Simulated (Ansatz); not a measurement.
# ZnSe (F-43m) under several functionals

**Experimental background.**

A printed reference work, data compilation reports, for a bulk crystal of ZnSe at 300 K: lattice constant a 5.6685 ± 0.0004 Å.

Plane-wave DFT in Ansatz with scalar-relativistic PAW potentials. The same structure was relaxed (cell and atoms, symmetry kept) in separate runs at each level. No spin polarisation.

| level | cutoff (eV) | k mesh | V (Å³/atom) | a (Å) | gap (eV) |
| --- | --- | --- | --- | --- | --- |
| LDA | 420 | 8×8×8 | 21.572 | 5.568 | 1.25 |
| PBEsol | 420 | 8×8×8 | 22.345 | 5.633 | 1.24 |
| r2SCAN | 500 | 8×8×8 | 22.724 | 5.665 | 1.87 |

Task: Where does PBE (420 eV, k mesh 8×8×8) fall?

Result: V (Å³/atom) 23.538, a (Å) 5.732, gap (eV) 1.15. Its volume is the largest of the set. The usual order of volumes, LDA < PBEsol < PBE, holds here (21.572, 22.345, 23.538 Å³/atom). As a rule LDA overbinds; PBEsol, built on the gradient expansion of slowly varying densities, lies between LDA and PBE; PBE's stronger gradient term for exchange weakens bonds. r2SCAN lies 3.5 % under PBE in volume. Each gap belongs to its own cell, so it mixes the functional's effect with that of the volume; gaps are the least found on the k mesh or on a band path.

For PBE: Against the measured lattice constant a of ZnSe, 5.6685 Å (300 K; a printed reference work, data compilation), the calculated 5.732 Å is off by +1.1 %. The calculations are for 0 K without zero-point motion.

Cost: 4 runs of about 0.96 core-minutes in all, on Intel Xeon Processor @ 2.70GHz, AMD EPYC 9R45 (Zen 5), Intel Xeon Platinum 8488C (Sapphire Rapids) (shared hosts).